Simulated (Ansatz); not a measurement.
Write a Python script for Ansatz's Python interface that makes a band structure of BN, space group P6_3/mmc. Level of theory: PBEsol, PAW, cutoff 420 eV, 12×12×4 k-points, fixed occupations.

```
B N
1.0
     2.49824    0.00000    0.00000
    -1.24912    2.16354    0.00000
     0.00000    0.00000    6.63570
B N
2 2
Direct
  0.33333 0.66667 0.25000
  0.66667 0.33333 0.75000
  0.33333 0.66667 0.75000
  0.66667 0.33333 0.25000
```

`bn_bands.py`
```python
# -*- coding: utf-8 -*-
"""Band structure of BN."""

import ansatz as az
import numpy as np

vectors = np.array([
    [2.49824, 0.0, 0.0],
    [-1.24912, 2.163539, 0.0],
    [0.0, 0.0, 6.6357],
])
xtal = (
    az.Lattice.of(vectors)
    .atom("B", (1 / 3, 2 / 3, 0.25))
    .atom("B", (2 / 3, 1 / 3, 0.75))
    .atom("N", (1 / 3, 2 / 3, 0.75))
    .atom("N", (2 / 3, 1 / 3, 0.25))
)

# vertices of the path, as fractions of the reciprocal vectors
path = [
    ("G", (0.0, 0.0, 0.0)),
    ("M", (0.5, 0.0, 0.0)),
    ("K", (0.33333, 0.33333, 0.0)),
    ("G", (0.0, 0.0, 0.0)),
    ("A", (0.0, 0.0, 0.5)),
]
calculation = (
    xtal.calculation()
    .basis(420)
    .occupations(az.OccupationsMethod.FIXED)
    .pseudopotentials("paw")
    .kpoints(12, 12, 4)
    .functional("PBEsol")
    .band_structure([point for _, point in path], intervals=10)
    .scf(extra_bands=6)
)
done = calculation.run(threads=1)
summary = done.report

n_atoms = len(summary["lattice"]["sites"])
print("F =", round(summary["free_energy_ev"], 4), "eV for", n_atoms, "atoms")
print("E(sigma -> 0) =", round(summary["energy_sigma0_ev"], 4), "eV, TS =", round(summary["entropy_ts_ev"], 5), "eV")
print("closed by", summary["closed_by"], "after", summary["n_iterations"], "iterations")

bands = done.band_structure()
fermi = bands.fermi_energy_ev
print(f"zero of the bands: {fermi:.3f} eV, the Fermi level found on the SCF mesh")
levels = bands.channels[0].eigenvalues_ev - fermi
filled = round(summary["n_electrons"]) // 2
valence, conduction = levels[:, filled - 1], levels[:, filled]
print("k (fractions)              top valence  bottom conduction (eV)")
for k, lo, hi in zip(bands.kpoints_frac, valence, conduction):
    print(f"{k[0]:7.3f} {k[1]:7.3f} {k[2]:7.3f} {lo:12.3f} {hi:13.3f}")
print(f"on this path: least direct gap {np.min(conduction - valence):.3f} eV, least gap {conduction.min() - valence.max():.3f} eV")
```

`python bn_bands.py` gives:
```text
F = -1067.5519 eV for 4 atoms
E(sigma -> 0) = -1067.5519 eV, TS = 0.0 eV
closed by deck_thresholds after 6 iterations
zero of the bands: 4.705 eV, the Fermi level found on the SCF mesh
k (fractions)              top valence  bottom conduction (eV)
  0.000   0.000   0.000       -1.259         5.062
  0.050  -0.000   0.000       -1.357         5.154
  0.100  -0.000   0.000       -1.626         5.413
  0.150  -0.000   0.000       -2.012         5.806
  0.200  -0.000   0.000       -2.451         6.309
  0.250  -0.000   0.000       -2.688         6.906
  0.300  -0.000   0.000       -2.111         7.576
  0.350  -0.000   0.000       -1.503         6.443
  0.400  -0.000   0.000       -0.942         5.318
  0.450  -0.000   0.000       -0.556         4.497
  0.500  -0.000   0.000       -0.435         4.190
  0.483   0.033   0.000       -0.423         4.202
  0.467   0.067   0.000       -0.387         4.238
  0.450   0.100   0.000       -0.329         4.295
  0.433   0.133   0.000       -0.253         4.367
  0.417   0.167   0.000       -0.167         4.449
  0.400   0.200   0.000       -0.081         4.532
  0.383   0.233   0.000       -0.010         4.609
  0.367   0.267   0.000        0.029         4.678
  0.350   0.300   0.000        0.012         4.744
  0.333   0.333   0.000       -0.084         4.829
  0.300   0.300   0.000        0.046         4.781
  0.267   0.267   0.000       -0.214         5.176
  0.233   0.233   0.000       -0.794         6.013
  0.200   0.200   0.000       -1.514         7.146
  0.167   0.167   0.000       -2.238         7.584
  0.133   0.133   0.000       -2.889         6.733
  0.100   0.100   0.000       -2.352         6.045
  0.067   0.067   0.000       -1.771         5.524
  0.033   0.033   0.000       -1.391         5.184
  0.000   0.000   0.000       -1.259         5.062
  0.000   0.000   0.050       -1.259         5.093
  0.000   0.000   0.100       -1.260         5.184
  0.000   0.000   0.150       -1.261         5.331
  0.000   0.000   0.200       -1.263         5.531
  0.000   0.000   0.250       -1.265         5.778
  0.000   0.000   0.300       -1.267         6.064
  0.000   0.000   0.350       -1.270         6.384
  0.000   0.000   0.400       -1.272         6.731
  0.000   0.000   0.450       -1.275         7.097
  0.000   0.000   0.500       -1.278         7.475
on this path: least direct gap 4.613 eV, least gap 4.145 eV
```

What to keep in mind:
- Total energies depend on the potentials; only differences at equal settings carry meaning. A total without «per atom» is that of the cell as typed.
- Semilocal gaps usually lie well under measured ones.
- The Fermi level of a run with fixed occupations marks the highest occupied state on its mesh, not mid-gap.
- Of the deposited cell: the entry's cell lengths or inner coordinates differ somewhat from later room-temperature determinations.
- The starting cell is as deposited in a crystallographic database; the results hold for this polymorph, which needn't be the stable one.
- Gaps and levels are Kohn-Sham values on a finite set of k-points.
- The whole script took 2.1 s on 1 thread of AMD EPYC 7B13 (Zen 3), on a shared host, peak memory 0.37 GiB.
